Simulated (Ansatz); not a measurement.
BaTiO$_{3}$, DFT, PBEsol, all-electron LAPW, scalar-relativistic (Ansatz 0.2.0), run on 2 threads of Arm Neoverse V1 on a shared host.

The geometry is COD entry 9016084, unchecked; take it as a test cell. The listed cell was then made from it by scaling, straining or moving an atom.

Command: `ansatz run input.yaml --threads 2 --pin off --max-ram 8192MiB --backend cpu --events-out ev --progress --plain --runs-dir out`

```yaml
crystal:
  lattice:
    - [3.9841, 0.0, 0.0]
    - [0.0, 2.83705, 2.760426]
    - [0.0, -2.83705, 2.760426]
  atoms:
    - { symbol: Ba, position: [0.0, 0.0, 0.0] }
    - { symbol: Ti, position: [0.5, 0.5079, 0.5079] }
    - { symbol: O, position: [0.0, 0.4921, 0.4921] }
    - { symbol: O, position: [0.5, 0.50251, 0.99371] }
    - { symbol: O, position: [0.5, 0.99371, 0.50251] }
kpoints:
  mp_grid: { grid: [8, 8, 8] }
  band_path:
    path:
      - [0.0, 0.0, 0.0]
      - [0.0, 0.5, -0.5]
      - [0.0, 0.5133218055, -0.4866781945]
      - [0.0, 0.4866781945, 0.4866781945]
      - [0.0, 0.0, 0.0]
      - [0.5, 0.0, 0.0]
      - [0.5, 0.4866781945, 0.4866781945]
      - [0.5, 0.5133218055, -0.4866781945]
      - [0.5, 0.5, -0.5]
    npoints: 5
scf:
  occupations: { method: fermi_dirac, width: 0.05 }
hamiltonian:
  xc: pbesol
  pseudopotentials: { kind: all_electron, lapw: { basis_error: 0.001 } }
output:
  forces: true
  stress: true
  eigenvalues: true
```

(1) How large is the problem that the program sets up?

(2) Estimate the wall time and the peak memory.

Results:

(1) 105 irreducible k-points, 1217 plane waves at Γ, 44 bands.

(2) 3 min of wall time for 12 SCF iterations, with a peak of 0.98 GiB. Times on shared machines scatter by tens of per cent.
